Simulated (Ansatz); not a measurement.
A strain series on TiO2 (I4_1/amd) from a database structure with HSE06 in Ansatz; the unstrained cell is the r2SCAN minimum. Calculated for a static, non-magnetic cell.

Input of the unstrained run:
```yaml
crystal:
  lattice:
    - [2.6712058821, -2.6712807144, -0.0199768312]
    - [2.6712058821, 2.6712807144, -0.0199768312]
    - [-2.6352899207, 0.0, 4.8119333394]
  atoms:
    - { symbol: Ti, position: [0.1250075053, 0.8749924947, 0.25] }
    - { symbol: Ti, position: [0.8749924947, 0.1250075053, 0.75] }
    - { symbol: O, position: [0.3322533902, 0.0822599383, 0.6645088197] }
    - { symbol: O, position: [0.6677466098, 0.9177400617, 0.3354911803] }
    - { symbol: O, position: [0.9177400617, 0.6677466098, 0.8354911803] }
    - { symbol: O, position: [0.0822599383, 0.3322533902, 0.1645088197] }
kpoints:
  mp_grid: { grid: [4, 4, 4] }
  band_path:
    path:
      - [0.0, 0.0, 0.0]
      - [0.5, 0.4999999749, -0.4999852153]
      - [0.5, 0.4999999749, -0.2499852153]
      - [0.5, -2.51e-08, 7.3986e-06]
      - [0.0, 0.0, 0.4999999999]
      - [0.422316477, -2.12e-08, 0.2888480106]
      - [0.577683523, -2.9e-08, -0.2888332133]
      - [0.577683523, 0.422316448, -0.4999852133]
      - [0.422316477, 0.4223164558, 0.0776960106]
      - [0.0, 0.0, 0.3]
      - [0.4375, -0.4375, 0.0]
    npoints: 1
hamiltonian:
  xc: hse06
scf:
  occupations: { method: fixed }
  n_extra_bands: 5
output:
  forces: true
  stress: true
  eigenvalues: true
```

Its main results, and the levels near the gap at the points of the path (eV from the Fermi energy, bands numbered from 0, names kept under strain):
```
Crystal: 6 atoms, lattice volume = 68.390 Å³
Basis set: ecut = 420 eV, 1317 PW (Γ)
Symmetry: 4 space group operations
Space group: C2/c (ITA 15)
k-points: 24 of 64
Free energy (F): -7276.002531 eV
Fermi energy:    6.226699 eV
--- Forces (eV/Å), atoms counted from 1 ---
  atom   1  Ti      0.00000    -0.00008      0.00000
  atom   2  Ti      0.00000      0.00008      0.00000
  atom   3  O     -0.00126      0.00002    -0.15318
  atom   4  O       0.00126    -0.00002      0.15318
  atom   5  O       0.00126      0.00002      0.15318
  atom   6  O     -0.00126    -0.00002    -0.15318
--- Stress (GPa, compression-positive) ---
       -2.396116       0.000000      -0.005109
        0.000000      -2.395998       0.000000
       -0.005109       0.000000      -2.969659
  P = ⅓ Tr σ = -2.5873 GPa (-25.873 kbar)
```
```tsv
point	band_21	band_22	band_23	band_24	band_25	band_26
Γ	-0.767	-0.428	-0.428	3.696	4.531	5.801
X	-2.145	0.000	0.000	5.044	5.044	5.538
P	-1.670	-0.190	-0.190	5.285	5.285	5.299
N	-0.955	-0.882	-0.665	4.969	5.263	5.302
M	-1.337	-0.056	-0.056	4.099	4.099	5.605
S	-0.963	-0.900	-0.857	4.905	5.265	5.279
S₀	-0.963	-0.900	-0.857	4.905	5.265	5.279
R	-1.973	-0.040	-0.040	5.011	5.011	5.477
G	-1.973	-0.040	-0.040	5.011	5.011	5.477
(0,0,0.300)	-1.184	-0.135	-0.135	3.859	4.349	5.636
(0.438,-0.438,0)	-1.679	-0.160	0.057	4.918	5.144	5.369
```

Another run changes these blocks:
```yaml
crystal:
  lattice:
    - [2.6431582203, -2.6432322669, -0.0202973326]
    - [2.6431582203, 2.6432322669, -0.0202973326]
    - [-2.6076193766, 0.0, 4.8891343242]
  atoms:
    - { symbol: Ti, position: [0.1249272633, 0.8750727367, 0.25] }
    - { symbol: Ti, position: [0.8750727367, 0.1249272633, 0.75] }
    - { symbol: O, position: [0.3303556125, 0.0802015019, 0.6606076659] }
    - { symbol: O, position: [0.6696443875, 0.9197984981, 0.3393923341] }
    - { symbol: O, position: [0.9197984981, 0.6696443875, 0.8393923341] }
    - { symbol: O, position: [0.0802015019, 0.3303556125, 0.1606076659] }
kpoints:
  mp_grid: { grid: [4, 4, 4] }
  band_path:
    path:
      - [0.0, 0.0, 0.0]
      - [0.5, 0.4999999749, -0.4999852153]
      - [0.5, 0.4999999749, -0.2499852153]
      - [0.5, -2.51e-08, 7.3986e-06]
      - [0.0, 0.0, 0.4999999999]
      - [0.422316477, -2.12e-08, 0.2888480106]
      - [0.577683523, -2.9e-08, -0.2888332133]
      - [0.577683523, 0.422316448, -0.4999852133]
      - [0.422316477, 0.4223164558, 0.0776960106]
      - [0.0, 0.0, 0.3]
      - [0.427083, -0.427083, 0.0]
    npoints: 1
```

```
Crystal: 6 atoms, lattice volume = 68.036 Å³
Basis set: ecut = 420 eV, 1333 PW (Γ)
Symmetry: 4 space group operations
Space group: C2/c (ITA 15)
k-points: 24 of 64
Free energy (F): -7276.000175 eV
Fermi energy:    6.270038 eV
--- Forces (eV/Å), atoms counted from 1 ---
  atom   1  Ti      0.00000    -0.00024      0.00000
  atom   2  Ti      0.00000      0.00024      0.00000
  atom   3  O     -0.00146      0.00027    -0.13290
  atom   4  O       0.00146    -0.00027      0.13290
  atom   5  O       0.00146      0.00027      0.13290
  atom   6  O     -0.00146    -0.00027    -0.13290
--- Stress (GPa, compression-positive) ---
        0.730119       0.000000      -0.009279
        0.000000       0.730203       0.000000
       -0.009279       0.000000      -3.008402
  P = ⅓ Tr σ = -0.5160 GPa (-5.160 kbar)
```
```tsv
point	band_21	band_22	band_23	band_24	band_25	band_26
Γ	-0.805	-0.381	-0.381	3.824	4.599	6.050
X	-2.102	0.000	0.000	5.061	5.061	5.584
P	-1.667	-0.185	-0.184	5.318	5.319	5.330
N	-0.907	-0.855	-0.671	5.120	5.341	5.432
M	-1.307	-0.009	-0.009	4.199	4.199	5.766
S	-0.917	-0.839	-0.822	5.073	5.356	5.384
S₀	-0.917	-0.839	-0.822	5.073	5.356	5.384
R	-1.906	-0.034	-0.034	5.039	5.039	5.522
G	-1.904	-0.034	-0.034	5.038	5.040	5.520
(0,0,0.300)	-1.172	-0.096	-0.096	3.976	4.431	5.813
(0.427,-0.427,0)	-1.531	-0.202	0.068	4.896	5.207	5.390
```

Q: Which strain is this, and what did it do?

A: Epitaxial -1.05 % in the xy plane, free normal strain +1.60 %, atoms relaxed again. HSE06: the gap goes from 3.639 to 3.756 eV (+0.117 eV); the edges go from Γ–X (0.88) → Γ to Γ–X (0.85) → Γ.

Uniaxial +0.9 % along y, other directions held. The input changes in these blocks:
```yaml
crystal:
  lattice:
    - [2.6712058821, -2.6953222408, -0.0199768312]
    - [2.6712058821, 2.6953222408, -0.0199768312]
    - [-2.6352899207, 0.0, 4.8119333394]
  atoms:
    - { symbol: Ti, position: [0.1250075053, 0.8749924947, 0.25] }
    - { symbol: Ti, position: [0.8749924947, 0.1250075053, 0.75] }
    - { symbol: O, position: [0.3322533902, 0.0822599383, 0.6645088197] }
    - { symbol: O, position: [0.6677466098, 0.9177400617, 0.3354911803] }
    - { symbol: O, position: [0.9177400617, 0.6677466098, 0.8354911803] }
    - { symbol: O, position: [0.0822599383, 0.3322533902, 0.1645088197] }
kpoints:
  mp_grid: { grid: [4, 4, 4] }
  band_path:
    path:
      - [0.0, 0.0, 0.0]
      - [0.5, 0.4999999749, -0.4999852153]
      - [0.5, 0.4999999749, -0.2499852153]
      - [0.5, -2.51e-08, 7.3986e-06]
      - [0.0, 0.0, 0.4999999999]
      - [0.422316477, -2.12e-08, 0.2888480106]
      - [0.577683523, -2.9e-08, -0.2888332133]
      - [0.577683523, 0.422316448, -0.4999852133]
      - [0.422316477, 0.4223164558, 0.0776960106]
      - [0.0, 0.0, 0.3]
      - [0.432292, -0.432292, 0.0]
    npoints: 1
```

```
Crystal: 6 atoms, lattice volume = 69.006 Å³
Basis set: ecut = 420 eV, 1321 PW (Γ)
Symmetry: 4 space group operations
Space group: C2/c (ITA 15)
k-points: 24 of 64
Free energy (F): -7275.987862 eV
Fermi energy:    6.108232 eV
--- Forces (eV/Å), atoms counted from 1 ---
  atom   1  Ti      0.00000    -0.00009      0.00000
  atom   2  Ti      0.00000      0.00009      0.00000
  atom   3  O     -0.00128      0.00000    -0.15701
  atom   4  O       0.00128     0.00000      0.15701
  atom   5  O       0.00128      0.00000      0.15701
  atom   6  O     -0.00128     0.00000    -0.15701
--- Stress (GPa, compression-positive) ---
       -4.042756       0.000000      -0.002622
        0.000000      -5.280665       0.000000
       -0.002622       0.000000      -4.300237
  P = ⅓ Tr σ = -4.5412 GPa (-45.412 kbar)
```
```tsv
point	band_21	band_22	band_23	band_24	band_25	band_26
Γ	-0.743	-0.456	-0.382	3.664	4.497	5.727
X	-2.119	0.000	0.000	5.011	5.011	5.484
P	-1.642	-0.192	-0.192	5.230	5.231	5.262
N	-0.938	-0.880	-0.656	4.913	5.215	5.243
M	-1.325	-0.057	-0.057	4.066	4.066	5.547
S	-0.957	-0.888	-0.855	4.851	5.205	5.230
S₀	-0.957	-0.888	-0.855	4.851	5.205	5.230
R	-1.953	-0.039	-0.039	4.977	4.977	5.426
G	-1.951	-0.045	-0.045	4.960	4.960	5.431
(0,0,0.300)	-1.163	-0.143	-0.122	3.827	4.315	5.575
(0.432,-0.432,0)	-1.621	-0.179	0.058	4.865	5.095	5.301
```

HSE06: the gap goes from 3.639 to 3.606 eV (-0.033 eV); the edges go from Γ–X (0.88) → Γ to Γ–X (0.86) → Γ.

Xy shear, engineering strain (angle) +5.4 %. The input changes in these blocks:
```yaml
crystal:
  lattice:
    - [2.5990813028, -2.5991581556, -0.0199768312]
    - [2.7433304613, 2.7434032732, -0.0199768312]
    - [-2.6352899207, -0.0711528279, 4.8119333394]
  atoms:
    - { symbol: Ti, position: [0.1194706999, 0.8694650731, 0.2390526513] }
    - { symbol: Ti, position: [0.8805293001, 0.1305349269, 0.7609473487] }
    - { symbol: O, position: [0.3327565378, 0.0828406946, 0.6654534653] }
    - { symbol: O, position: [0.6672434622, 0.9171593054, 0.3345465347] }
    - { symbol: O, position: [0.9180952513, 0.6680499537, 0.8360585187] }
    - { symbol: O, position: [0.0819047487, 0.3319500463, 0.1639414813] }
kpoints:
  mp_grid: { grid: [4, 4, 4] }
  band_path:
    path:
      - [0.0, 0.0, 0.0]
      - [0.5, 0.4999999749, -0.4999852153]
      - [0.5, 0.4999999749, -0.2499852153]
      - [0.5, -2.51e-08, 7.3986e-06]
      - [0.0, 0.0, 0.4999999999]
      - [0.422316477, -2.12e-08, 0.2888480106]
      - [0.577683523, -2.9e-08, -0.2888332133]
      - [0.577683523, 0.422316448, -0.4999852133]
      - [0.422316477, 0.4223164558, 0.0776960106]
      - [0.0, 0.0, 0.3]
      - [0.411458, 0.453125, -0.432292]
    npoints: 1
```

```
Crystal: 6 atoms, lattice volume = 68.340 Å³
Basis set: ecut = 420 eV, 1329 PW (Γ)
Symmetry: 2 space group operations
Space group: P-1 (ITA 2)
k-points: 36 of 64
Free energy (F): -7275.939110 eV
Fermi energy:    6.202276 eV
--- Forces (eV/Å), atoms counted from 1 ---
  atom   1  Ti    -0.00015    -0.00030      0.02297
  atom   2  Ti      0.00015      0.00030    -0.02297
  atom   3  O     -0.00005    -0.00081    -0.07842
  atom   4  O       0.00005      0.00081      0.07842
  atom   5  O       0.00339      0.00187      0.23346
  atom   6  O     -0.00339    -0.00187    -0.23346
--- Stress (GPa, compression-positive) ---
       -1.452809      -5.555717      -0.004927
       -5.555717      -1.452752       0.011642
       -0.004927       0.011642      -2.025202
  P = ⅓ Tr σ = -1.6436 GPa (-16.436 kbar)
```
```tsv
point	band_21	band_22	band_23	band_24	band_25	band_26
Γ	-0.537	-0.421	-0.399	3.751	4.595	5.485
X	-2.098	0.000	0.000	5.100	5.102	5.601
P	-1.633	-0.188	-0.187	5.290	5.290	5.412
N	-1.042	-0.818	-0.591	4.967	5.112	5.341
M	-1.272	-0.034	-0.025	4.084	4.232	5.493
S	-1.018	-0.863	-0.819	4.777	5.235	5.375
S₀	-1.018	-0.863	-0.819	4.777	5.235	5.375
R	-1.826	-0.052	-0.023	4.980	5.163	5.536
G	-1.826	-0.052	-0.023	4.980	5.163	5.536
(0,0,0.300)	-1.075	-0.126	-0.089	3.908	4.418	5.486
(0.411,0.453,-0.432)	-1.530	-0.176	0.062	4.956	5.215	5.423
```

HSE06: the gap goes from 3.639 to 3.689 eV (+0.050 eV); the edges go from Γ–X (0.88) → Γ to (0.411, 0.453, -0.432) → Γ.

The program warns that its thresholds are loose for a hybrid's stress.

The meshes of the hybrids are coarse, so their gaps aren't converged to the digits shown.
